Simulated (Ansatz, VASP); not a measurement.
# Si53N72 (V_Si) in two plane-wave programs

One calculation is typed for both programs; each brings its own data sets. How far apart do they land? The cell is taken from a series of runs on this material, whose earlier steps may have relaxed, scaled, displaced or heated it; both programs get it as it stands.

Calculated with Ansatz 0.2.0; plane waves, with VASP 6.6.1 beside it; single point at r2SCAN.

## (1) The starting structure

The cell holds 125 atoms: 53 Si and 72 N. Its edges and angles: a = 13.206 Å, b = 13.206 Å, c = 8.731 Å, α = 90.0°, β = 90.0°, γ = 120.0°. It derives from Si3N4 (Si3N4 (P6_3/m)). Nearest the centre at fractional (0.353, 0.473, 0.583): N112 at 1.78 Å, N79 at 1.81 Å, N88 at 1.84 Å, N84 at 1.84 Å, Si37 at 2.86 Å, Si2 at 2.90 Å, Si27 at 2.99 Å, Si40 at 3.00 Å.

## (2) Ansatz: single point, r2SCAN

Ansatz runs on its PAW soft_1 files.

With cell and atoms fixed, the geometry can't cause a difference; cores, projectors, grids and the points listed under the comparison can.

File input.yaml:

```yaml
crystal:
  checkpoint: "../q0_M2.relax.run"
  host: checkpoint
basis:
  ecutwfc: 500
  xc_grid: 2
hamiltonian:
  xc: r2scan
  pseudopotentials: { kind: paw, azcp: { folder: soft_1 } }
kpoints:
  mp_grid: { grid: [1, 1, 1], shift: [0.25, 0.25, 0.25] }
magnetization:
  spin_polarized: true
  initial_magnetization: 2
  spin_locking: { lock_magnetization: hard }
scf:
  occupations: { method: fermi_dirac, width: 0.01 }
  max_iter: 100
output:
  forces: true
  eigenvalues: true
  charged_corrections:
    epsilon: [4.29, 4.29, 4.37]
    static_epsilon: [8.29, 8.29, 8.25]
    defect_position: [0.352834, 0.473222, 0.583333]
checkpoint:
  write: "../q0_M2.r2scan.run"
  compress: false
  write_wavefunctions: false
  write_every: 100000
```

Started as:

```sh
$ ansatz run input.yaml --threads 4 --pin off --max-ram 15073MiB --backend cpu --events-out ev --progress --plain --runs-dir out
```

Numbers of over 12 decimals in the logs are rounded to 6 here.

Log:

```text
Warning: This run holds its total moment fixed (magnetization.spin_locking.lock_magnetization: hard) and mixes its density by anderson or broyden (scf.mixing.algorithm, typed or taken by auto). Slabs with a fixed moment have converged under broyden above another state at the same moment, at the default mixing steps and at smaller ones, and under scf.lower_state_search: standard, light or off a state that such a mixer [...]
crystal.checkpoint: the structure is that of <dir>, a `relax` run, at its step 9: its result, under pbesol at a charge of 0 e; 125 atoms read, 4 with a starting moment; this deck's functional is r2scan; this run starts in the magnetic order that was found there; no density is read with it (checkpoint.read); crystal.structure_sha256 for this input is
Engine: ansatz 0.2.0, aarch64-unknown-linux-gnu
Pseudopotentials: kind: paw
Pseudopotential: Si, paw, valence charge 4, recommended cutoff 500 eV (meta_gga), soft_1/Si.paw.azcp
Pseudopotential: N, paw, valence charge 5, recommended cutoff 500 eV (meta_gga), soft_1/N.paw.azcp
Functional definition: r2SCAN
  parameter k0 = 0.174
  parameter k1 = 0.065
  parameter a1 = 4.9479
  exchange = r2scan_x(k0 = k0, k1 = k1, a1 = a1)
  correlation = r2scan_c
Crystal: 125 atoms, lattice volume = 1318.628 Å³
Basis set: ecut = 500 eV, 33415 PW (Γ), exchange–correlation on 200×200×128 points (8 copies of the dense FFT grid, shifted against one another)
Bands: 412, of which v1, the nominal top of the filled ones, is band 286 counted from 1 (285 counted from 0)
Symmetry: 1 space group operations
Space group: P1 (ITA 1), of the structure as read, at distance tolerance 1.1e-4 Å
Magnetic group: BNS 1.1 (UNI 1), of the structure as read, at distance tolerance 1.1e-4 Å
k-points: 1
Non-local potential: Si, projectors of the file, l = 0: 2, l = 1: 2, l = 2: 1
Non-local potential: N, projectors of the file, l = 0: 2, l = 1: 2, l = 2: 1
PAW form: soft (Blöchl's): semilocal exchange-correlation on the pseudo side does not see the compensation charge
PAW frozen core: Si, regenerated for the run's functional (the file was generated under x = pbe(κ = 0.804, μ = 0.219515), c = pbe(β = 0.066725))
PAW frozen core: N, regenerated for the run's functional (the file was generated under x = pbe(κ = 0.804, μ = 0.219515), c = pbe(β = 0.066725))
PAW one-centre angular grid: Si, 302 points (default); XC on 160 Gauss nodes
PAW one-centre angular grid: N, 302 points (default); XC on 160 Gauss nodes
Initial density: superposition of atomic densities (chi_scale 0.1, normalization cell, long waves kept (reshape's long-wave potential 0.18 eV rms))
Starting moments: Σ|m| = 2.3013 μB on 4 of 125 sites
Initial wavefunctions: pseudopotential atomic-orbital guess
Functional: x = r2scan, c = r2scan; τ floored in thin density (d = 2e-4 eV/Å³)
SCF iter   1: F=—  HF=-61798.006442 eV  |F-HF|=—  |Δ(HF+E_count)|=         —  Δρ=7.50e-2 (↑7.42e-2 ↓7.50e-2)  dr2=3.09e2  dr2_τ=1.02e1  dr2_m=5.82e-1  M=2.000 μB ∫|m|=3.228 μB  β_m=0.30  ethr=3.10e-3  ⟨swp⟩=7.0  Hψ=3798  notcnv=0  defer=196
preconditioner: auto → Resta (q_TF=auto, 2.374 Å⁻¹)  ε∞=3.3  [insulator: Δε(μ)=0.055 eV  Ē_g=16.286 eV  σ=0.010 eV  W_gap=0.88  n_scr=282 (ndim 8)  ℏωp=24.5 eV  f_vac=0.010  D(μ)=11.22/eV (n_scr^D=44)  ε∞_Penn≈3.3]
spin=Collinear: Resta preconditioning applied to the charge; magnetization (m = ρ↑ − ρ↓) channel mixes plain (no charge-response kernel on spin).
SCF iter   2: F=—  HF=-61735.148029 eV  |F-HF|=—  |Δ(HF+E_count)|=    6.29e1  Δρ=4.20e-2 (↑4.05e-2 ↓4.20e-2)  dr2=9.10e1  dr2_τ=9.08e-1  dr2_m=6.24e-1  M=2.000 μB ∫|m|=3.560 μB  β_m=0.30  ethr=3.10e-3  ⟨swp⟩=3.0  Hψ=1541  notcnv=0  defer=241  κ⁻¹=1.0e0(r=1)
SCF iter   3: F=—  HF=-61724.261627 eV  |F-HF|=—  |Δ(HF+E_count)|=    1.09e1  Δρ=2.45e-2 (↑2.00e-2 ↓2.45e-2)  dr2=2.24e1  dr2_τ=6.29e-1  dr2_m=4.07e-1  M=2.000 μB ∫|m|=3.564 μB  β_m=0.30  ethr=3.10e-3  ⟨swp⟩=3.5  Hψ=1176  notcnv=0  defer=241  κ⁻¹=4.1e-1(r=2)
SCF iter   4: F=—  HF=-61724.886388 eV  |F-HF|=—  |Δ(HF+E_count)|=   6.25e-1  Δρ=1.69e-2 (↑1.52e-2 ↓1.69e-2)  dr2=8.31e0  dr2_τ=1.02e-1  dr2_m=2.18e-1  M=2.000 μB ∫|m|=3.785 μB  β_m=0.30  ethr=3.10e-3  ⟨swp⟩=2.5  Hψ=1176  notcnv=0  defer=240  κ⁻¹=1.2e-2(r=3)
SCF iter   5: F=—  HF=-61725.913320 eV  |F-HF|=—  |Δ(HF+E_count)|=    1.03e0  Δρ=1.57e-2 (↑9.73e-3 ↓1.57e-2)  dr2=1.07e1  dr2_τ=2.28e-1  dr2_m=3.45e-1  M=2.000 μB ∫|m|=3.176 μB  β_m=0.30  ethr=1.45e-3  ⟨swp⟩=3.5  Hψ=1039  notcnv=0  defer=240  κ⁻¹=1.2e-2(r=4)
[...]
atom 107  N     -0.05489863    -0.10546898    -0.02990838
  atom 108  N     -0.00195971     0.17727744    -0.17916966
  atom 109  N     -0.02029513    -0.00510427     0.00047454
  atom 110  N     -0.06129559    -0.02631969     0.00132910
  atom 111  N      0.01311369    -0.08374960     0.04216378
  atom 112  N     -0.49213016     0.11157749     0.22401795
  atom 113  N      0.00946033    -0.01810697     0.00696544
  atom 114  N      0.12363195     0.03421327    -0.07363355
  atom 115  N     -0.13089990     0.05246927    -0.00343237
  atom 116  N     -0.06084433     0.01082185     0.00715191
  atom 117  N      0.00958468    -0.02817043     0.02518127
  atom 118  N      0.08497802    -0.34795334    -0.15238759
  atom 119  N      0.06807410    -0.03563100    -0.01808665
  atom 120  N     -0.01446980     0.10530498    -0.05836932
  atom 121  N      0.10645436    -0.01027216     0.01562368
  atom 122  N      0.04488399    -0.00789638    -0.00779016
  atom 123  N      0.05583247     0.01565320    -0.00249956
  atom 124  N     -0.03203704     0.03728248    -0.02425528
  atom 125  N      0.00809147     0.04488294    -0.02196582
  max |Σ_I F_I| component: 1.78e-2 eV/Å
--- Band table (eV) ---
  k-point 0 ↑: bands = [... 282 lower, 7.2710, 7.3743, 7.4122, 7.4676, 7.5150, 8.1640, 13.1126, 13.1896, ... 122 higher]
  k-point 0 ↓: bands = [... 282 lower, 7.4430, 7.5256, 7.6745, 8.3486, 8.5240, 8.7844, 13.1184, 13.1983, ... 122 higher]
```

In the SCF lines HF is the Harris–Foulkes energy and dr2 the Hartree energy of the density residual, in eV; the loop may stop once dr2 is under the threshold and the program's other checks hold. Hψ counts applications of the Hamiltonian.

## (3) VASP: single point, r2SCAN

The same cell, functional, mesh and smearing now go to VASP, with its own data sets.

Lines of VASP's logs that name or quote its potential files are left out, and so is its time.

File INCAR:

```
SYSTEM = Si53N72
PREC = Accurate
ENCUT = 580
EDIFF = 1E-06
NELM = 200
ISMEAR = -1
SIGMA = 0.01
LREAL = Auto
ALGO = Normal
METAGGA = R2SCAN
LASPH = .TRUE.
NBANDS = 384
ISPIN = 2
MAGMOM = 0 0 -0 -0 -0 -0 -0 -0 0 -0 0 0 -0 0 0 -0 0 -0 -0 0 0 0 0 -0 -0 -0 -0 0 0 -0 -0 0 0 0 -0 0 -0 0 -0 -0 0 -0 0 0 -0 0 0 -0 0 0 0 0 -0 0 0.02 -0 0 0 -0 -0.03 0 -0 0 0.01 0 0 0 0 -0 -0.03 0 0 0 -0 0 -0.03 0 0 0.63 -0 0.05 0 -0.01 0.48 0 -0 0 -0.42 0 0.01 0 -0 0.03 -0.02 0 0.01 -0 -0 -0 -0.01 0 0 0.05 0 0.04 0 0.01 0.01 0 0 0 0.46 0 0.01 0.03 -0 0 0.07 0 0.01 0 -0 0 0 0
LORBIT = 11
LWAVE = .FALSE.
LCHARG = .FALSE.
ISIF = 2
ISYM = 0
NUPDOWN = 2
GGA_COMPAT = .FALSE.
LMIXTAU = .TRUE.
NCORE = 4
```

File POSCAR:

```
Si53N72
1.0
   11.4366858822      6.6029736727      0.0000000000
  -11.4366858822      6.6029736727      0.0000000000
    0.0000000000      0.0000000000      8.7307673276
Si N
53 72
Direct
    0.0197288027      0.8066199357      0.2494494180
    0.3529749619      0.4731529046      0.2513553287
[... 7 atom lines left out ...]
    0.1930057021      0.2118776967      0.2510531267
[... 3 atom lines left out ...]
    0.4549834759      0.3143173073      0.2502065338
[... 7 atom lines left out ...]
    0.5466853103      0.6848666691      0.4131499089
[... 1 atom line left out ...]
    0.1410643438      0.4539614080      0.4175600881
[... 2 atom lines left out ...]
    0.1916396006      0.2148285406      0.5851153649
    0.5268396323      0.8788862980      0.5812712289
[... 1 atom line left out ...]
    0.1214894693      0.6471161117      0.5829489993
    0.4585596965      0.3168381267      0.5834159603
[... 2 atom lines left out ...]
    0.6486226357      0.5284906249      0.4158217894
    0.9802447154      0.1937910373      0.4165273425
[... 1 atom line left out ...]
    0.3503014997      0.4713203507      0.9106877009
[... 2 atom lines left out ...]
    0.5432549404      0.6825282224      0.7453942756
[... 1 atom line left out ...]
    0.1399621550      0.4532265393      0.7497931216
[... 2 atom lines left out ...]
    0.1921116786      0.2110869426      0.9171846920
[... 3 atom lines left out ...]
    0.4546533676      0.3142851403      0.9162110968
[... 2 atom lines left out ...]
    0.6478452770      0.5280002547      0.7494240403
    0.9793134043      0.1934487924      0.7511926972
[... 1 atom line left out ...]
    0.3334495006      0.3321222174      0.2542215260
[... 4 atom lines left out ...]
    0.2133673787      0.4561986876      0.2499006603
[... 3 atom lines left out ...]
    0.4205466645      0.5426882822      0.0801335746
[... 5 atom lines left out ...]
    0.5443545292      0.7578119113      0.2461742447
[... 5 atom lines left out ...]
    0.5771106214      0.4539480178      0.2495335745
[... 2 atom lines left out ...]
    0.3342838405      0.3281448664      0.5971176095
[... 1 atom line left out ...]
    0.9995006245      0.3333575636      0.4129690499
[... 1 atom line left out ...]
    0.6690632134      0.6681299630      0.4156903970
    0.1999289850      0.4402329665      0.5840338128
[... 3 atom lines left out ...]
    0.4296560349      0.5476027312      0.4069024340
[... 1 atom line left out ...]
    0.1250061480      0.5774916361      0.4157396362
    0.4592394424      0.2445866809      0.4165171306
[... 1 atom line left out ...]
    0.2070533984      0.0895371611      0.5835904257
    0.5441052509      0.7569904506      0.5795368411
[... 1 atom line left out ...]
    0.1192456970      0.2093186032      0.4166756681
[... 3 atom lines left out ...]
    0.5805912520      0.4540871122      0.5821028501
[... 2 atom lines left out ...]
    0.3322829295      0.3308277424      0.9156737220
[... 1 atom line left out ...]
    0.9983786190      0.3328146736      0.7540355191
[... 1 atom line left out ...]
    0.6671539645      0.6674159116      0.7477514764
    0.2107675380      0.4535887878      0.9174491200
[... 3 atom lines left out ...]
    0.4235945064      0.5477227302      0.7554246595
[... 1 atom line left out ...]
    0.1246727334      0.5773003009      0.7502110617
    0.4595475910      0.2443685748      0.7498478371
[... 2 atom lines left out ...]
    0.5433028916      0.7562774949      0.9135799796
[... 1 atom line left out ...]
    0.1172516215      0.2075379262      0.7522007903
    0.4534384716      0.8770340701      0.7480399609
[... 2 atom lines left out ...]
    0.5773465588      0.4531676999      0.9158306735
    0.9089316402      0.1198837760      0.9178269929
```

File KPOINTS:

```
Points of the shifted mesh
1
Reciprocal
 0.2500000000  0.2500000000  0.2500000000 1
```

Potentials, in the order of the species: Si and N (PBE family, release 64).

Started as:

```sh
$ mpirun -np 16 vasp_std
```

Log:

```text
[banner, memory and clock lines left out]
running   16 mpi-ranks, on    1 nodes
[...]
|                                                                             |
|               ----> ADVICE to this user running VASP <----                  |
|                                                                             |
|     You enforced a specific xc type in the INCAR file but a different       |
|     [... a line on the potential file left out ...]
|     I HOPE YOU KNOW WHAT YOU ARE DOING!                                     |
|                                                                             |

 LDA part: xc-table for (None), standard interpolation
 POSCAR, INCAR and KPOINTS ok, starting setup
[...]
entering main loop
       N       E                     dE             d eps       ncg     rms          rms(c)
DAV:   1     0.261596342323E+04    0.26160E+04   -0.30897E+05  1544   0.155E+03
DAV:   2    -0.127803764736E+04   -0.38940E+04   -0.37355E+04  1888   0.329E+02
DAV:   3    -0.156573178685E+04   -0.28769E+03   -0.28489E+03  1888   0.926E+01
DAV:   4    -0.157182452801E+04   -0.60927E+01   -0.60653E+01  1888   0.135E+01
[...]
DAV:  23    -0.127656438330E+04   -0.41795E-05   -0.51989E-06  1648   0.496E-03    0.572E-03
DAV:  24    -0.127656438575E+04   -0.24543E-05   -0.79041E-06  1632   0.615E-03    0.372E-03
DAV:  25    -0.127656438559E+04    0.16199E-06   -0.10969E-06  1184   0.221E-03
   1 F= -.12765644E+04 E0= -.12765644E+04  d E =-.657497E-11  mag=     2.0000
```

From OUTCAR (step 3):

```text
 magnetization (x)
# of ion       s       p       d       tot
------------------------------------------
    1        0.000   0.000   0.000   0.000
    2        0.003   0.008   0.000   0.012
    3       -0.000  -0.000   0.000  -0.000
    4       -0.000   0.000   0.000  -0.000
    5       -0.000  -0.000   0.000  -0.000
    6       -0.000  -0.000   0.000  -0.000
[...]
123       -0.000   0.000   0.000   0.000
  124        0.000   0.004   0.000   0.004
  125        0.000   0.001   0.000   0.001
--------------------------------------------------
tot          0.068   1.368   0.000   1.436
```

The run ends at a pressure of -1.37 GPa, with forces up to 1.0 eV/Å.

## (4) Comparison

Known differences besides the potentials themselves: VASP starts from the moments at which Ansatz ended; VASP keeps PBE cores, Ansatz makes them for the functional; the cutoff is 500 eV in Ansatz and 580 eV in VASP (PREC = Accurate, projectors in real space); site moments are counted in spheres of each program's own size. Total energies have different zeros and are not compared.

Both answers:

```csv
quantity,Ansatz,VASP,difference
"total moment, fixed by the input (μB)",2.00,2.00,0.00
moment on N79 (μB),0.63,0.66,-0.03
moment on N84 (μB),0.48,0.51,-0.04
moment on N112 (μB),0.46,0.51,-0.04
moment on N88 (μB),-0.42,-0.47,+0.04
moment on N118 (μB),0.07,0.07,0.00
moment on N81 (μB),0.05,0.05,0.00
```

Forces on 7 of the 125 atoms, those with the largest forces and the largest differences (eV/Å; atoms numbered as in POSCAR):

```csv
atom,"Ansatz x, y, z","VASP x, y, z"
Si2,"0.118, -0.590, -0.800","0.131, -0.623, -0.824"
Si22,"-0.036, 0.925, 0.041","-0.032, 0.962, 0.051"
Si24,"-0.437, -0.219, -0.535","-0.449, -0.233, -0.571"
Si27,"0.428, -0.360, -0.074","0.445, -0.360, -0.079"
Si37,"0.301, -0.476, 0.483","0.319, -0.518, 0.508"
Si40,"0.245, 0.622, -0.112","0.251, 0.671, -0.120"
Si42,"-0.406, -0.176, 0.563","-0.423, -0.187, 0.596"
```

The forces differ by 7.2 meV/Å r.m.s., which is 5.1 % of the r.m.s. force of 0.141 eV/Å (both taken over all components).

## (5) Results

| Property | Result |
| --- | --- |
| r.m.s. force difference (single point, r2SCAN) | 7.2 meV/Å |

In words: The r.m.s. force difference is 7.2 meV/Å (single point, r2SCAN), within the 12 meV/Å picked in this series as the mark of a large difference. Such differences can come from data sets, numerical settings and the points named under the comparisons, not from the functional's error against experiment.

[Lines on the potential files, build, host, timing and source positions are cut from VASP's logs without a mark.]

[Logs are printed without paths, hosts, clocks, repeated set-up lines and the standing remarks that a program may print on its own settings, such as how far it seeks lower states.]

[Hosts, paths, dates, database ids (printed as entryN), source tags and the programs' standing remarks are cut or masked in the printed files.]
